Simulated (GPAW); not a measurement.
# AgCl (Chlorargyrite) (Fm-3m) in GPAW: notebook, part 2 of 2

GPAW 26.7.0. The steps go on from the part before.

### 5 Band structure, PBEsol+U

The input, run.py:

```python
from ase import Atoms
from ase.dft.bandgap import bandgap
from ase.io import write
from ase.units import GPa
from gpaw import GPAW, PW, setup_paths

setup_paths.insert(0, '.')

atoms = Atoms(['Ag', 'Cl'],
              cell=[[0.0, 2.735, 2.735],
                    [2.735, 0.0, 2.735],
                    [2.735, 2.735, 0.0]],
              scaled_positions=[[0.0, 0.0, 0.0],
                                [0.5, 0.5, 0.5]],
              pbc=True)

calc = GPAW(mode=PW(600),
            xc='PBEsol',
            kpts={'size': (8, 8, 8), 'gamma': True},
            occupations={'name': 'fermi-dirac', 'width': 0.05},
            setups={'Ag': ':d,4.0'},
            nbands=23,
            convergence={'density': 1e-05, 'energy': 1e-05},
            maxiter=150,
            txt='gpaw.txt')
atoms.calc = calc
energy = atoms.get_potential_energy()
forces = atoms.get_forces()
stress = atoms.get_stress()
calc.write('gs.gpw')
write('result.traj', atoms)
print(f'Energy: {energy:.6f} eV')
print('Forces (eV/A):')
print(forces.round(4))
print('Stress (GPa):', (stress / GPa).round(3))
print('Fermi level:', round(calc.get_fermi_level(), 4), 'eV')
print(f'Gap: {bandgap(calc)[0]:.4f} eV, direct: {bandgap(calc, direct=True)[0]:.4f} eV')

path = atoms.cell.bandpath('GXWKGLUWLK,UX', npoints=60, eps=1e-4)
bs_calc = calc.fixed_density(kpts=path, symmetry='off', nbands=35,
                             convergence={'bands': 'CBM+6.0', 'eigenstates': 1e-6}, txt='bands.txt')
bs = bs_calc.band_structure()
bs.write('bs.json')
print(f'Gap on the path: {bandgap(bs_calc)[0]:.4f} eV')
```

Potentials or basis: PAW data sets generated in the run's folder for this functional, pw.

The run is started by

```console
gpaw-setup -f PBEsol Ag Cl
OMP_NUM_THREADS=1 python run.py
```

gpaw.txt:

```text
__  _  _
 | _ |_)|_||  |
 |__||  | ||/\| - 26.7.0

Input parameters:
  mode=PW(ecut=600.0),
  convergence={'density': 1e-05, 'energy': 1e-05},
  kpts=MonkhorstPack(size=(8, 8, 8), gamma=True),
  maxiter=150,
  nbands=23,
  occupations=Occupations(name='fermi-dirac', width=0.05),
  setups={'Ag': ':d,4.0'},
  xc=XC(name='PBEsol')

Diagonalizing LCAO Hamiltonian
Converting LCAO to pw mode

                Cl

       Ag

Atoms  # Å, Bohr magnetons
|   | symbol |        x |        y |        z |    initial magnetic moments |
|---|--------|----------|----------|----------|-----------------------------|
| 0 |     Ag | 0.000000 | 0.000000 | 0.000000 | ( 0.0000,  0.0000,  0.0000) |
| 1 |     Cl | 2.735000 | 2.735000 | 2.735000 | ( 0.0000,  0.0000,  0.0000) |

Unit cell  # Å
| periodic |        x |        y |        z |  lengths |    angles |
|----------|----------|----------|----------|----------|-----------|
|      yes | 0.000000 | 2.735000 | 2.735000 | 3.867874 | 60.000000 |
[... 212 lines left out ...]
  Entropy:          -0.000000
  Spinorbit:         0.000000
  ----------------------------
  Free energy:      -6.262402
  Extrapolated:     -6.262402

dipole moment: (-16.538978, -16.538978, -16.538978)  # |e|*Ang

Fermi level: 4.596
Eigenvalues  # (at kpt = [0.000, 0.000, 0.000])
| band index |      eig [eV] | occ [0-2] |
|------------|---------------|-----------|
|          0 |       -47.900 |     2.000 |
|        ... |               |           |
|          4 |         0.522 |     2.000 |
|          5 |         0.522 |     2.000 |
|          6 |         0.563 |     2.000 |
|          7 |         0.563 |     2.000 |
|          8 |         0.563 |     2.000 |
|          9 |         1.892 |     2.000 |
[... 8 lines left out ...]
|         18 |        17.719 |     0.000 |
|         19 |        18.112 |     0.000 |
|        ... |               |           |
|         22 |        24.699 |     0.000 |

Gap: 1.547 eV
Transition (v -> c):
  (s=0, k=28, n=11, [0.50, 0.50, 0.50]) -> (s=0, k=0, n=12, [0.00, 0.00, 0.00])
Direct/indirect transitions are different
Direct gap: 3.403 eV
Transition at: (s=0, k=0, n=11, [0.00, 0.00, 0.00])

Forces  # eV/Ang
|        x |       y |        z |
|----------|---------|----------|
| -0.00000 | 0.00000 | -0.00000 |  # Ag   0
|  0.00000 | 0.00000 | -0.00000 |  # Cl   1

Stress tensor  # eV/Ang^3
|         x |         y |         z |
|-----------|-----------|-----------|
| -0.001164 |  0.000000 |  0.000000 |
|  0.000000 | -0.001164 |  0.000000 |
|  0.000000 |  0.000000 | -0.001164 |

# Writing to gs.gpw (mode='')
```

stdout:

```text
Energy: -6.262402 eV
Forces (eV/A):
[[-0.  0. -0.]
 [ 0.  0. -0.]]
Stress (GPa): [-0.186 -0.186 -0.186  0.     0.     0.   ]
Fermi level: 4.5957 eV
Gap: 1.5468 eV, direct: 3.4026 eV
Gap on the path: 1.5468 eV
```

bands.txt:

```text
Diagonalizing LCAO Hamiltonian
Converting LCAO to pw mode
convergence criteria:
- Maximum integral of absolute [eigenst]ate change: 1e-06 eV^2 / valence electron
maximum number of iterations: 150

SCF iterations
|iter     | |      energy | eigst |  dens |
[... 65 lines left out ...]
         [0.42857143, 0.42857143, 0.64285714],
         [0.41071429, 0.41071429, 0.67857143],
         [0.39285714, 0.39285714, 0.71428571],
         [0.375     , 0.375     , 0.75      ],
         [0.625     , 0.25      , 0.625     ],
         [0.59375   , 0.1875    , 0.59375   ],
         [0.5625    , 0.125     , 0.5625    ],
         [0.53125   , 0.0625    , 0.53125   ],
         [0.5       , 0.        , 0.5       ]])),
  maxiter=150,
  nbands=35,
  occupations=Occupations(name='fermi-dirac', width=0.05),
  setups={'Ag': ':d,4.0'},
  symmetry=Symmetry(point_group=False, time_reversal=False),
  xc=XC(name='PBEsol')
```

It took 40 s on 1 thread of Intel Xeon Platinum 8488C (Sapphire Rapids), shared host; peak memory 0.25 GiB.

Results:

```yaml
Free_energy: -6.2624 eV
Pressure: 0.2 GPa
Band_gap_on_the_k_mesh: 1.55 eV, indirect (least direct gap 3.40 eV)
Band_gap_along_the_path: 1.55 eV, indirect (least direct gap 3.40 eV)
```

Levels at the corners of the path, in eV from the valence-band top:
| point | band 8 | band 9 | band 10 | band 11 | band 12 | band 13 | band 14 |
| --- | --- | --- | --- | --- | --- | --- | --- |
| Γ | -3.19 | -3.19 | -1.86 | -1.86 | -1.86 | 1.55 | 11.08 |
| X | -2.71 | -2.71 | -2.65 | -2.65 | -2.63 | 3.04 | 8.19 |
| W | -2.74 | -2.71 | -2.43 | -2.43 | -1.42 | 4.95 | 8.34 |
| K | -2.99 | -2.77 | -2.41 | -2.11 | -1.19 | 4.31 | 7.69 |
| Γ | -3.19 | -3.19 | -1.86 | -1.86 | -1.86 | 1.55 | 11.08 |
| L | -2.83 | -2.83 | -2.28 | 0.00 | 0.00 | 4.65 | 7.52 |
| U | -2.99 | -2.77 | -2.41 | -2.11 | -1.19 | 4.31 | 7.69 |
| W | -2.74 | -2.71 | -2.43 | -2.43 | -1.42 | 4.95 | 8.34 |
| L | -2.83 | -2.83 | -2.28 | 0.00 | 0.00 | 4.65 | 7.52 |
| K | -2.99 | -2.77 | -2.41 | -2.11 | -1.19 | 4.31 | 7.69 |
| U | -2.99 | -2.77 | -2.41 | -2.11 | -1.19 | 4.31 | 7.69 |
| X | -2.71 | -2.71 | -2.65 | -2.65 | -2.63 | 3.04 | 8.19 |

### 6 Band structure, PBEsol+U

Edit run.py of step 5 so:

```diff
@@ -20,3 +20,3 @@
             occupations={'name': 'fermi-dirac', 'width': 0.05},
-            setups={'Ag': ':d,4.0'},
+            setups={'Ag': ':d,6.0'},
             nbands=23,
```

Potentials or basis: PAW data sets generated in the run's folder for this functional, pw.

The run is started by

```console
gpaw-setup -f PBEsol Ag Cl
OMP_NUM_THREADS=1 python run.py
```

It took 42 s on 1 thread of Intel Xeon Platinum 8488C (Sapphire Rapids), shared host; peak memory 0.25 GiB.

Results (log left out):

```
Free energy             : -6.4165 eV
Pressure                : 0.5 GPa
Band gap on the k mesh  : 1.91 eV, indirect (least direct gap 3.48 eV)
Band gap along the path : 1.91 eV, indirect (least direct gap 3.48 eV)
```

Levels at the corners of the path, in eV from the valence-band top:
```csv
point,band 8,band 9,band 10,band 11,band 12,band 13,band 14
Γ,-3.57,-3.57,-1.57,-1.57,-1.57,1.91,11.29
X,-3.13,-3.13,-3.06,-2.36,-2.36,3.44,8.37
W,-3.16,-3.13,-2.50,-2.50,-1.44,5.31,8.62
K,-3.35,-3.18,-2.61,-2.21,-1.16,4.69,7.96
Γ,-3.57,-3.57,-1.57,-1.57,-1.57,1.91,11.29
L,-3.25,-3.25,-2.51,0.00,0.00,4.98,7.90
U,-3.35,-3.18,-2.61,-2.21,-1.16,4.69,7.96
W,-3.16,-3.13,-2.50,-2.50,-1.44,5.31,8.62
L,-3.25,-3.25,-2.51,0.00,0.00,4.98,7.90
K,-3.35,-3.18,-2.61,-2.21,-1.16,4.69,7.96
U,-3.35,-3.18,-2.61,-2.21,-1.16,4.69,7.96
X,-3.13,-3.13,-3.06,-2.36,-2.36,3.44,8.37
```

### 7 The runs side by side

| U | gap on the mesh (eV) | pressure (GPa) |
| --- | --- | --- |
| Ag d U = 1 eV | 0.93 | -0.4 |
| Ag d U = 2 eV | 1.14 | -0.2 |
| Ag d U = 3 eV | 1.35 | 0.0 |
| Ag d U = 4 eV | 1.55 | 0.2 |
| Ag d U = 6 eV | 1.91 | 0.5 |

Alike in all rows: task band structure; level PBEsol+U; potentials or basis PAW data sets generated in the run's folder for this functional, pw; no spin polarisation; cell as given; k mesh 8 × 8 × 8; cutoff (eV) 600; smearing fermi-dirac 0.05 eV.

On the cell as given the gap runs from 0.93 eV (PBEsol+U) to 1.91 eV (PBEsol+U).

Absolute energies hang on the potentials; compare differences alone.

### 8 Against experiment

Step 2. Measured gap of AgCl: 3.249 eV (indirect; a printed reference work, data compilation). This calculation gives 0.93 eV (-2.32 eV). So large a miss can be the level of theory's own, or it may mean another phase, state or a wrong row. Spin-orbit coupling on Ag is left out. The value is that of PBEsol+U, without temperature or zero-point motion.

Step 3. Measured gap of AgCl: 3.249 eV (indirect; a printed reference work, data compilation). This calculation gives 1.14 eV (-2.11 eV). So large a miss can be the level of theory's own, or it may mean another phase, state or a wrong row. Spin-orbit coupling on Ag is left out. The value is that of PBEsol+U, without temperature or zero-point motion.

Step 4. Against the measured gap of AgCl, 3.249 eV (indirect; a printed reference work, data compilation), the calculated 1.35 eV is off by -1.90 eV. So large a miss can be the level of theory's own, or it may mean another phase, state or a wrong row. Spin-orbit coupling on Ag is left out. The value is that of PBEsol+U, without temperature or zero-point motion.

Step 5. Against the measured gap of AgCl, 3.249 eV (indirect; a printed reference work, data compilation), the calculated 1.55 eV is off by -1.70 eV. So large a miss can be the level of theory's own, or it may mean another phase, state or a wrong row. Spin-orbit coupling on Ag is left out. The value is that of PBEsol+U, without temperature or zero-point motion.

Step 6. Against the measured gap of AgCl, 3.249 eV (indirect; a printed reference work, data compilation), the calculated 1.91 eV is off by -1.33 eV. Spin-orbit coupling on Ag is left out. The value is that of PBEsol+U, without temperature or zero-point motion.
